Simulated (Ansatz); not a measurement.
Runs of Ansatz 0.2.0 on Bi. Symmetry: R-3m, No. 166, trigonal system. The conventional cell has a = 4.535 Å, b = 4.535 Å, c = 11.814 Å, α = 90.00°, β = 90.00°, γ = 120.00°. Around Bi (site symmetry 3m) lie 6 Bi at 3.06 to 3.52 Å. 

| task | level | potentials or basis | k mesh | cutoff (eV) | mesh quality | gap on the mesh (eV) | pressure (GPa) | V0 of scaled cells (Å³/atom) | B0 (GPa) | largest force (eV/Å) |
| --- | --- | --- | --- | --- | --- | --- | --- | --- | --- | --- |
| equation of state | PBE | Ansatz PAW | 7 × 7 × 7 | 420 | not flagged | - | - | (b) | 43 | - |
| equation of state | PBE | Ansatz PAW earlier set | 7 × 7 × 7 | 600 | not flagged | - | - | 36.68 | 43 | - |
| equation of state | PBE | Ansatz PAW earlier set | 7 × 7 × 7 | 500 | not flagged | - | - | 36.68 | 43 | - |
| equation of state | PBE | JTH PAW | 7 × 7 × 7 | 1800 | not flagged | - | - | 36.65 | 43 | - |
| projected density of states | PBE | Ansatz PAW | 4 × 4 × 4 | 420 | coarse | none | 2.0 | - | - | (a) |
| projected density of states | LDA | Ansatz PAW | 4 × 4 × 4 | 420 | coarse | none | -1.7 | - | - | 0.18 |
| equation of state | PBE | PseudoDojo stringent | 7 × 7 × 7 | 1197 | not flagged | - | - | 36.63 | 43 | - |

Alike in all rows: no spin polarisation; cell as given; smearing fermi-dirac 0.05 eV.

Problem. Fill in the values left out.

Solution. (a) 0.03; (b) 36.64.

Caveats: some runs use coarse meshes; spin-orbit coupling is left out, which moves the levels of the heavy elements; the cell was scaled at fixed shape and fractional positions, which overstates the stiffness of a crystal with free parameters, most of all of layers and chains (some runs); the density of states is complete only up to the lowest level of the last band computed (some runs); the PAW data sets come from PBE, with cores solved anew for the run's functional, which leaves a small shift of forces and pressure (some runs).

A k mesh can miss the band edges, and the runs leave out spin-orbit coupling on Bi.

A gap of «none» marks a metal or a gap under the smearing width.
